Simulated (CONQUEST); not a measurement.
Crystal: W.

```
W
1.0
     3.16469    0.00000    0.00000
     0.00000    3.16469    0.00000
     0.00000    0.00000    3.16469
W
2
Direct
  0.00000 0.00000 0.00000
  0.50000 0.50000 0.50000
```

| Quantity | Value |
| --- | --- |
| Program | CONQUEST 1.3 |
| Task | single point |
| Functional | PBE |
| Potentials or basis | PseudoDojo NC PBE, DZP, grid cutoff 120 Ha |
| k mesh | 8 × 8 × 8 |
| Occupations | fermi-dirac, width 0.05 eV |
| Spin | no spin polarisation |

On this cell: pressure 9.9 GPa; largest force zero by symmetry; band gap on the k mesh none (metal or under the smearing width).

The same run follows on a disturbed copy (atoms of the box moved at random, drawn with an rms of 0.05 Å):

```
W
1.0
     3.16469    0.00000    0.00000
     0.00000    3.16469    0.00000
     0.00000    0.00000    3.16469
W
2
Cartesian
  -0.0093 0.0264 0.0035
  1.5904 1.5444 1.5857
```

Task: What does the disturbed cell give?

Result: The energy (extrapolated to zero smearing) moves by +13.6 meV/atom; pressure 10.4 GPa; largest force 0.822 eV/Å; band gap on the k mesh none (metal or under the smearing width).

Forces in eV/Å, atoms in the order of the input:
```
W    0.199 -0.788  0.000
W   -0.205  0.796  0.004
```

Stress tensor (GPa, compression positive):
```
10.45 -0.02  0.01
-0.02 10.29 -0.02
 0.01 -0.02 10.39
```

Caveats: the box holds several primitive cells, so bands are folded and the points are those of the box's own zone; the basis of atomic orbitals isn't converged, which shifts pressures, moduli and gaps.
